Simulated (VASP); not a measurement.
# Ge (Fd-3m) in VASP: further runs, part 2 of 2

VASP 6.6.1.

## 4. Single point, LDA

This run uses another cell than the first one, of 22.24 Å³/atom, 0.982 times its volume.

INCAR reads:

```
  PREC = Accurate
  ENCUT = 520
  EDIFF = 1E-7
  ISMEAR = 0
  SIGMA = 0.02
  LREAL = False
  LASPH = True
  NELM = 100
  ALGO = Normal
  ISIF = 2
  LWAVE = False
  LCHARG = False
  GGA = CA
```

KPOINTS reads:

```
Automatic mesh
0
Gamma
  10 10 10
```

POSCAR reads:

```
Ge                                      
1.0
   -0.0000000000      2.8121996657      2.8121996657
    2.8121996657      0.0000000000      2.8121996657
    2.8121996657      2.8121996657      0.0000000000
  Ge            
     2
Direct
     0.0000000000000000    0.0000000000000000    0.0000000000000000
     0.2500000000000000    0.2500000000000000    0.2500000000000000
```

Potentials or basis: VASP PAW LDA potentials, release 64 (Ge_d).

The run is started by

```sh
$ cat potpaw_LDA.64/Ge_d/POTCAR > POTCAR
$ mpirun -np 1 vasp_std > vasp.out
```

OUTCAR:

```text
PREC = Accurate
   ENCUT = 520
   EDIFF = 1E-7
   ISMEAR = 0
   LREAL = False
   LASPH = True
   NELM = 100
   ISIF = 2
   GGA = CA

 ion  position               nearest neighbor table
   1  0.000  0.000  0.000-   2 2.44   2 2.44   2 2.44   2 2.44
   2  0.250  0.250  0.250-   1 2.44   1 2.44   1 2.44   1 2.44

  LATTYP: Found a face centered cubic cell.
 ALAT       =     5.6243993314

  Lattice vectors:

 A1 = (   0.0000000000,   2.8121996657,   2.8121996657)
 A2 = (   2.8121996657,   0.0000000000,   2.8121996657)
 A3 = (   2.8121996657,   2.8121996657,   0.0000000000)

Analysis of symmetry for initial positions (statically):
=====================================================================
 Subroutine PRICEL returns:
 Original cell was already a primitive cell.

 Routine SETGRP: Setting up the symmetry group for a
 face centered cubic supercell.

 Subroutine GETGRP returns: Found 48 space group operations
 (whereof 24 operations were pure point group operations)
 out of a pool of 48 trial point group operations.

The static configuration has the point symmetry T_d .
 The point group associated with its full space group is O_h .
[... 161 lines left out ...]

  energy without entropy =      -10.38854946  energy(sigma->0) =      -10.38856421

 E-fermi :   4.9144     XC(G=0): -10.3722

 val. band max:        4.8988579383   @ k =   0.0000   0.0000   0.0000
 cond. band min:       4.9176850522   @ k =   0.0000   0.0000   0.0000
 fundamental gap:      0.0188271139
 Fermi energy:         4.9143932081

 k-point     1 :       0.0000    0.0000    0.0000
  band No.  band energies     occupation
      1     -20.0666      2.00000
      2     -20.0666      2.00000
      3     -20.0666      2.00000
      4     -20.0285      2.00000
      5     -20.0285      2.00000
      6     -19.8081      2.00000
[... 481 lines left out ...]
      5     -19.9415      2.00000
      6     -19.9164      2.00000
[... 10 lines left out ...]
     17      11.6018      0.00000
     18      12.1643      0.00000

 [... further k-points ...]

------------------------ aborting loop because EDIFF is reached ----------------------------------------

  FORCE on cell =-STRESS in cart. coord.  units (eV):
  Direction    XX          YY          ZZ          XY          YZ          ZX
  --------------------------------------------------------------------------------------
  -------------------------------------------------------------------------------------
  Total       -0.0041149     -0.0041149     -0.0041149     -0.0000000      0.0000000     -0.0000000
  in kB       -0.1482169     -0.1482169     -0.1482169     -0.0000000      0.0000000     -0.0000000
  external PRESSURE =      -0.1482169 kB  Pullay stress =       0.0000000 kB

 VOLUME and BASIS-vectors are now :
 -----------------------------------------------------------------------------
  energy-cutoff  :      520.00
  volume of cell :       44.48
      direct lattice vectors                 reciprocal lattice vectors
     0.000000000  2.812199666  2.812199666    -0.177796764  0.177796764  0.177796764
     2.812199666  0.000000000  2.812199666     0.177796764 -0.177796764  0.177796764
     2.812199666  2.812199666  0.000000000     0.177796764  0.177796764 -0.177796764

 POSITION                                       TOTAL-FORCE (eV/Angst)
 -----------------------------------------------------------------------------------
      0.00000      0.00000      0.00000         0.000000      0.000000      0.000000
      1.40610      1.40610      1.40610        -0.000000     -0.000000     -0.000000
 -----------------------------------------------------------------------------------
    total drift:                                0.000000     -0.000000      0.000000

  FREE ENERGIE OF THE ION-ELECTRON SYSTEM (eV)
  ---------------------------------------------------
  free  energy   TOTEN  =       -10.3885789566 eV

  energy  without entropy=      -10.3885494588  energy(sigma->0) =      -10.38856421
```

Run time: 28 s. Hardware: 1 thread of Intel Xeon Platinum 8259CL at 2.50GHz (Skylake/Cascade Lake), shared host; peak memory 0.16 GiB.

What came out:

```yaml
Free_energy: -10.3886 eV
Pressure: 0.0 GPa
Band_gap_on_the_k_mesh: 0.02 eV, direct
```

Levels at points of the mesh, in eV from the valence-band top:
| k point | band 10 | band 11 | band 12 | band 13 | band 14 | band 15 | band 16 | band 17 | band 18 |
| --- | --- | --- | --- | --- | --- | --- | --- | --- | --- |
| (0.00, 0.00, 0.00) | -24.69 | -12.94 | 0.00 | 0.00 | 0.00 | 0.02 | 2.53 | 2.53 | 2.53 |
| (0.50, 0.00, 0.00) | -24.66 | -10.81 | -7.72 | -1.43 | -1.43 | 0.12 | 3.73 | 3.73 | 6.98 |
| (0.50, 0.50, 0.00) | -24.65 | -8.99 | -8.99 | -3.14 | -3.14 | 0.64 | 0.64 | 9.56 | 9.56 |

## 5. Single point, LDA (a relaxed cell with its volume scaled by 0.97)

INCAR is that of step 4.

KPOINTS is that of step 4.

POSCAR reads:

```
Ge                                      
1.0
   -0.0000000000      2.7837916663      2.7837916663
    2.7837916663      0.0000000000      2.7837916663
    2.7837916663      2.7837916663      0.0000000000
  Ge            
     2
Direct
     0.0000000000000000    0.0000000000000000    0.0000000000000000
     0.2500000000000000    0.2500000000000000    0.2500000000000000
```

The run is started by

```sh
$ cat potpaw_LDA.64/Ge_d/POTCAR > POTCAR
$ mpirun -np 1 vasp_std > vasp.out
```

It took 27 s on 1 thread of Intel Xeon Platinum 8259CL at 2.50GHz (Skylake/Cascade Lake), shared host; peak memory 0.16 GiB.

It converged, with:

| Item | Value |
| --- | --- |
| Free energy | -10.3787 eV |
| Pressure | 2.3 GPa |
| Band gap on the k mesh | 0.22 eV, indirect (least direct gap 0.30 eV) |

Levels at points of the mesh, in eV from the valence-band top:
```
           k point  band 11  band 12  band 13  band 14  band 15  band 16  band 17  band 18
(0.00, 0.00, 0.00)   -13.18     0.00     0.00     0.00     0.30     2.55     2.55     2.55
(0.50, 0.00, 0.00)   -10.97    -7.87    -1.48    -1.48     0.22     3.74     3.74     6.99
(0.50, 0.50, 0.00)    -9.11    -9.11    -3.25    -3.25     0.60     0.60     9.81     9.81
```

A k mesh can miss the band edges.

## 6. Summary

```csv
task,cell,gap on the mesh (eV),pressure (GPa)
relaxation of cell and atoms,relaxed,0.02,0.0
single point,"Fd-3m, 22.24 Å³/atom",0.02,0.0
single point,a relaxed cell with its volume scaled by 0.97,0.22,2.3
```

Alike in all rows: level LDA; potentials or basis VASP PAW LDA potentials, release 64 (Ge_d); no spin polarisation; k mesh 10 × 10 × 10; cutoff (eV) 520; smearing gaussian 0.02 eV.

Absolute energies hang on the potentials; compare differences alone.

## 7. How close it comes

Step 4. A measured gap of Ge is 0.807 eV (direct; 300 K; “Electronic and optical properties of SixGe1-x-ySny alloys lattice-matched to Ge”, 2021, arxiv:2109.02782); the calculated 0.02 eV misses it by -0.79 eV. 3 values of this kind are on record (0.666 to 0.807 eV); this one was drawn at random among those near their median. Spin-orbit coupling on Ge is left out. The value is that of LDA on a finite k mesh, which can miss the band edges, without temperature or zero-point motion. Semilocal functionals fall short of measured gaps as a rule.
